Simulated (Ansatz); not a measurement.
IrO2: do energies and stresses tell the same story?

Method: DFT PBE, scalar-relativistic, plane waves, PAW (Ansatz).

Cutoff 420 eV; k points 8×8×12 on the computed 6-atom cell (Γ-centred); Gaussian smearing, width 0.10 eV; no spin polarisation.

Relaxed cell: P4_2/mnm, a = 4.529 Å, b = 4.529 Å, c = 3.180 Å, α = 90.00°, β = 90.00°, γ = 90.00°, 6 atoms in the primitive cell.

Energies at zero smearing and pressures from the stress tensor, at volumes with shape and atoms relaxed:
```tsv
V (Å³/atom)	E − E(first) (meV/atom)	P (GPa)
9.565	0.00	45.16
9.892	-76.96	30.89
10.218	-127.11	18.81
10.544	-154.67	8.61
10.870	-163.12	0.01
11.196	-155.49	-7.25
11.522	-134.36	-13.31
11.957	-88.95	-19.84
```

Check P = −dE/dV between neighbouring volumes, and get the bulk modulus from the pressures alone.

With 1 eV/Å³ = 160.2 GPa:
```
middle V (Å³/atom)  −ΔE/ΔV (GPa) mean P (GPa)
             9.729        37.811        38.021
            10.055        24.642        24.847
            10.381        13.543        13.711
            10.707         4.149         4.311
            11.033        -3.749        -3.619
            11.359       -10.380       -10.278
            11.739       -16.734       -16.577
```

The two differ by 0.21 GPa at most. The mean of two end pressures misses the average over a step by about ΔV² P″/12, up to 0.20 GPa here; with that taken off 0.04 GPa remains, from the smearing term (the stress is the derivative of the free energy), the finite cutoff, the mesh or the relaxation's tolerance. Around V = 10.870 Å³/atom, the two neighbours give B = −V ΔP/ΔV = 10.870 × 15.86 / 0.652 = 264.3 GPa, against B0 = 261.9 GPa from the Birch–Murnaghan fit of the energies.

Spin-orbit coupling is left out, which matters for the bands of heavy elements.

A ferromagnetic start lost its moments in a first run, so spin was left out; other magnetic orders weren't tried.